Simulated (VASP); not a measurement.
# TaN (P6_3/mmc) in VASP: notebook, part 2 of 2

VASP 6.6.1. The steps go on from the part before.

## Step 3: Band structure, PBE

Input file POSCAR:

```
TaN
1.0
    2.9217699809      0.0000000000      0.0000000000
   -1.4608849905      2.5303270275      0.0000000000
    0.0000000000      0.0000000000      5.9165150000
Ta N
2 2
Direct
    0.0000000000      0.0000000000      0.5000000000
    0.0000000000      0.0000000000      0.0000000000
    0.3333333333      0.6666666667      0.2500000000
    0.6666666667      0.3333333333      0.7500000000
```

Input file INCAR.step1:

```
SYSTEM = TaN
ALGO     = Normal         ! electronic algorithm
EDIFF    = 1E-7           ! SCF threshold, eV
ENCUT    = 400            ! plane-wave cutoff, eV
GGA      = PE             ! functional
ISIF     = 2              ! what is computed and relaxed
ISMEAR   = -1             ! smearing method
LASPH    = .TRUE.         ! aspherical terms in the spheres
LCHARG   = .TRUE.         ! write CHGCAR
LMAXMIX  = 4              ! l up to which the mixer works
LREAL    = .FALSE.        ! projectors in reciprocal space
LWAVE    = .FALSE.        ! write WAVECAR
NELM     = 80             ! most SCF steps
PREC     = Accurate       ! precision mode
SIGMA    = 0.05           ! smearing width, eV
```

Input file KPOINTS.step1:

```
k-points
0
G
  10 10 5
  0 0 0
```

Input file INCAR.step2:

```
SYSTEM = TaN
ALGO     = Normal         ! electronic algorithm
EDIFF    = 1E-7           ! SCF threshold, eV
ENCUT    = 400            ! plane-wave cutoff, eV
GGA      = PE             ! functional
ICHARG   = 11             ! starting density
ISIF     = 2              ! what is computed and relaxed
ISMEAR   = 0              ! smearing method
LASPH    = .TRUE.         ! aspherical terms in the spheres
LCHARG   = .FALSE.        ! write CHGCAR
LMAXMIX  = 4              ! l up to which the mixer works
LREAL    = .FALSE.        ! projectors in reciprocal space
LWAVE    = .FALSE.        ! write WAVECAR
NELM     = 80             ! most SCF steps
PREC     = Accurate       ! precision mode
SIGMA    = 0.05           ! smearing width, eV
```

Input file KPOINTS.step2:

```
path GMKGALHA,LM,KH
10
line-mode
reciprocal
 0.0000000000  0.0000000000  0.0000000000  G
 0.5000000000  0.0000000000  0.0000000000  M

 0.5000000000  0.0000000000  0.0000000000  M
 0.3333333333  0.3333333333  0.0000000000  K

 0.3333333333  0.3333333333  0.0000000000  K
 0.0000000000  0.0000000000  0.0000000000  G

 0.0000000000  0.0000000000  0.0000000000  G
 0.0000000000  0.0000000000  0.5000000000  A

 0.0000000000  0.0000000000  0.5000000000  A
 0.5000000000  0.0000000000  0.5000000000  L

 0.5000000000  0.0000000000  0.5000000000  L
 0.3333333333  0.3333333333  0.5000000000  H

 0.3333333333  0.3333333333  0.5000000000  H
 0.0000000000  0.0000000000  0.5000000000  A

 0.5000000000  0.0000000000  0.5000000000  L
 0.5000000000  0.0000000000  0.0000000000  M

 0.3333333333  0.3333333333  0.0000000000  K
 0.3333333333  0.3333333333  0.5000000000  H
```

Potentials or basis: VASP PAW PBE potentials, release 64 (Ta_pv, N_s).

The run is started by

```sh
$ cat potpaw_PBE.64/Ta_pv/POTCAR potpaw_PBE.64/N_s/POTCAR > POTCAR
$ cp INCAR.step1 INCAR
$ cp KPOINTS.step1 KPOINTS
$ mpirun -np 1 vasp_std > vasp.out
$ cp INCAR.step2 INCAR
$ cp KPOINTS.step2 KPOINTS
$ mpirun -np 1 vasp_std > vasp.out
```

Wall time 29 s (1 thread of Intel Xeon 6975P-C (Granite Rapids), shared host); peak memory 0.17 GiB.

The run converged. Its results:

```yaml
Band_gap_along_the_path: none (metal or under the smearing width)
```

Levels at the corners of the path, in eV from the Fermi level:
| point | band 12 | band 13 | band 14 | band 15 | band 16 | band 17 | band 18 | band 19 | band 20 |
| --- | --- | --- | --- | --- | --- | --- | --- | --- | --- |
| Γ | -4.28 | -3.50 | -1.99 | -1.99 | -0.23 | -0.23 | 0.56 | 0.56 | 2.33 |
| M | -5.38 | -4.15 | -3.69 | -2.81 | -2.12 | 2.83 | 3.93 | 4.79 | 5.13 |
| M | -5.38 | -4.15 | -3.69 | -2.81 | -2.12 | 2.83 | 3.93 | 4.79 | 5.28 |
| K | -5.92 | -5.92 | -3.85 | 0.21 | 0.21 | 0.95 | 0.95 | 2.00 | 4.91 |
| K | -5.92 | -5.92 | -3.85 | 0.21 | 0.21 | 0.95 | 0.95 | 2.00 | 4.91 |
| Γ | -4.28 | -3.50 | -1.99 | -1.99 | -0.23 | -0.23 | 0.56 | 0.56 | 2.33 |
| Γ | -4.28 | -3.50 | -1.99 | -1.99 | -0.23 | -0.23 | 0.56 | 0.56 | 2.33 |
| A | -3.85 | -3.85 | -3.85 | -0.66 | -0.66 | 0.98 | 0.98 | 0.98 | 0.98 |
| A | -3.85 | -3.85 | -3.85 | -0.66 | -0.66 | 0.98 | 0.98 | 0.98 | 0.98 |
| L | -5.87 | -4.34 | -4.34 | -2.20 | -2.20 | 3.87 | 3.87 | 4.73 | 4.73 |
| L | -5.87 | -4.34 | -4.34 | -2.20 | -2.20 | 3.87 | 3.87 | 4.73 | 4.74 |
| H | -5.76 | -5.69 | -5.69 | -0.43 | -0.43 | 2.69 | 2.69 | 3.10 | 3.10 |
| H | -5.76 | -5.69 | -5.69 | -0.43 | -0.43 | 2.69 | 2.69 | 3.10 | 3.10 |
| A | -3.85 | -3.85 | -3.85 | -0.66 | -0.66 | 0.98 | 0.98 | 0.98 | 0.98 |
| L | -5.87 | -4.34 | -4.34 | -2.20 | -2.20 | 3.87 | 3.87 | 4.73 | 4.73 |
| M | -5.38 | -4.15 | -3.69 | -2.81 | -2.12 | 2.83 | 3.93 | 4.79 | 5.20 |
| K | -5.92 | -5.92 | -3.85 | 0.21 | 0.21 | 0.95 | 0.95 | 2.00 | 4.91 |
| H | -5.76 | -5.69 | -5.69 | -0.43 | -0.43 | 2.69 | 2.69 | 3.10 | 3.10 |

Caveat: the log is that of the step along the path at fixed density, whose energy, stress, charges and moments have no meaning; spin-orbit coupling is left out, which moves the levels of the heavy elements.

## Step 4: Band structure, PBE

POSCAR is that of step 3.

Input file INCAR.step1:

```
  PREC = Accurate
  ENCUT = 520
  EDIFF = 1E-7
  ISMEAR = -1
  SIGMA = 0.05
  LREAL = False
  LASPH = True
  NELM = 60
  ALGO = Normal
  ISIF = 2
  LWAVE = False
  LCHARG = True
  LMAXMIX = 4
  GGA = PE
```

Input file KPOINTS.step1:

```
Automatic mesh
0
Gamma
  10 10 5
```

Input file INCAR.step2:

```
  PREC = Accurate
  ENCUT = 520
  EDIFF = 1E-7
  ISMEAR = 0
  SIGMA = 0.05
  LREAL = False
  LASPH = True
  NELM = 60
  ALGO = Normal
  ISIF = 2
  LWAVE = False
  LCHARG = False
  LMAXMIX = 4
  GGA = PE
  ICHARG = 11
```

Changes to KPOINTS.step2 since step 3:

```diff
@@ -1,3 +1,3 @@
 path GMKGALHA,LM,KH
-10
+15
 line-mode
```

Potentials or basis: VASP PAW PBE potentials, release 54 (Ta_pv, N).

The run is started by

```sh
$ cat potpaw_PBE.54/Ta_pv/POTCAR potpaw_PBE.54/N/POTCAR > POTCAR
$ cp INCAR.step1 INCAR
$ cp KPOINTS.step1 KPOINTS
$ mpirun -np 1 vasp_std > vasp.out
$ cp INCAR.step2 INCAR
$ cp KPOINTS.step2 KPOINTS
$ mpirun -np 1 vasp_std > vasp.out
```

It took 46 s on 1 thread of Intel Xeon 6975P-C (Granite Rapids), shared host; peak memory 0.24 GiB.

Results (log left out):

```yaml
Band_gap_along_the_path: none (metal or under the smearing width)
```

Levels at the corners of the path, in eV from the Fermi level:
```
point  band 14  band 15  band 16  band 17  band 18  band 19
    Γ    -1.99    -1.99    -0.23    -0.23     0.55     0.55
    M    -3.69    -2.80    -2.11     2.83     3.93     4.80
    M    -3.69    -2.80    -2.11     2.83     3.93     4.80
    K    -3.85     0.21     0.21     0.95     0.95     2.00
    K    -3.85     0.21     0.21     0.95     0.95     2.00
    Γ    -1.99    -1.99    -0.23    -0.23     0.55     0.55
    Γ    -1.99    -1.99    -0.23    -0.23     0.55     0.55
    A    -3.85    -0.66    -0.66     0.98     0.98     0.98
    A    -3.85    -0.66    -0.66     0.98     0.98     0.98
    L    -4.33    -2.20    -2.20     3.87     3.87     4.73
    L    -4.33    -2.20    -2.20     3.87     3.87     4.73
    H    -5.68    -0.43    -0.43     2.69     2.69     3.11
    H    -5.68    -0.43    -0.43     2.69     2.69     3.11
    A    -3.85    -0.66    -0.66     0.98     0.98     0.98
    L    -4.33    -2.20    -2.20     3.87     3.87     4.73
    M    -3.69    -2.80    -2.11     2.83     3.93     4.79
    K    -3.85     0.21     0.21     0.95     0.95     2.00
    H    -5.68    -0.43    -0.43     2.69     2.69     3.11
```

Caveat: the log is that of the step along the path at fixed density, whose energy, stress, charges and moments have no meaning; spin-orbit coupling is left out, which moves the levels of the heavy elements.

## Step 5: Band structure, PBE

POSCAR is that of step 4.

Input file INCAR.step1:

```
SYSTEM = TaN
  ALGO = Fast
  EDIFF = 1E-7
  ENCUT = 500
  GGA = PE
  ISIF = 2
  ISMEAR = -1
  LASPH = .TRUE.
  LCHARG = .TRUE.
  LMAXMIX = 4
  LREAL = .FALSE.
  LWAVE = .FALSE.
  NELM = 60
  PREC = Accurate
  SIGMA = 0.05
```

Input file KPOINTS.step1:

```
k-points
0
G
  10 10 5
  0 0 0
```

Input file INCAR.step2:

```
SYSTEM = TaN
  ALGO = Fast
  EDIFF = 1E-7
  ENCUT = 500
  GGA = PE
  ICHARG = 11
  ISIF = 2
  ISMEAR = 0
  LASPH = .TRUE.
  LCHARG = .FALSE.
  LMAXMIX = 4
  LREAL = .FALSE.
  LWAVE = .FALSE.
  NELM = 60
  PREC = Accurate
  SIGMA = 0.05
```

Changes to KPOINTS.step2 since step 4:

```diff
@@ -1,3 +1,3 @@
 path GMKGALHA,LM,KH
-15
+20
 line-mode
```

Potentials or basis: VASP PAW PBE potentials, release 54 (Ta, N).

The run is started by

```sh
$ cat potpaw_PBE.54/Ta/POTCAR potpaw_PBE.54/N/POTCAR > POTCAR
$ cp INCAR.step1 INCAR
$ cp KPOINTS.step1 KPOINTS
$ mpirun -np 1 vasp_std > vasp.out
$ cp INCAR.step2 INCAR
$ cp KPOINTS.step2 KPOINTS
$ mpirun -np 1 vasp_std > vasp.out
```

Wall time 56 s (1 thread of Intel Xeon 6975P-C (Granite Rapids), shared host); peak memory 0.24 GiB.

Results (log left out):

| Property | Result |
| --- | --- |
| Band gap along the path | none (metal or under the smearing width) |

Levels at the corners of the path, in eV from the Fermi level:
```csv
point,band 8,band 9,band 10,band 11,band 12,band 13
Γ,-1.97,-1.97,-0.23,-0.23,0.55,0.55
M,-3.69,-2.79,-2.11,2.82,3.93,4.78
M,-3.69,-2.79,-2.11,2.82,3.93,4.78
K,-3.85,0.20,0.20,0.95,0.95,2.00
K,-3.85,0.20,0.20,0.95,0.95,2.00
Γ,-1.97,-1.97,-0.23,-0.23,0.55,0.55
Γ,-1.97,-1.97,-0.23,-0.23,0.55,0.55
A,-3.83,-0.65,-0.65,0.98,0.98,0.98
A,-3.83,-0.65,-0.65,0.98,0.98,0.98
L,-4.32,-2.20,-2.20,3.87,3.87,4.72
L,-4.32,-2.20,-2.20,3.87,3.87,4.72
H,-5.68,-0.43,-0.43,2.69,2.69,3.10
H,-5.68,-0.43,-0.43,2.69,2.69,3.10
A,-3.83,-0.65,-0.65,0.98,0.98,0.98
L,-4.32,-2.20,-2.20,3.87,3.87,4.72
M,-3.69,-2.79,-2.11,2.82,3.93,4.78
K,-3.85,0.20,0.20,0.95,0.95,2.00
H,-5.68,-0.43,-0.43,2.69,2.69,3.10
```

Caveat: the log is that of the step along the path at fixed density, whose energy, stress, charges and moments have no meaning; spin-orbit coupling is left out, which moves the levels of the heavy elements.
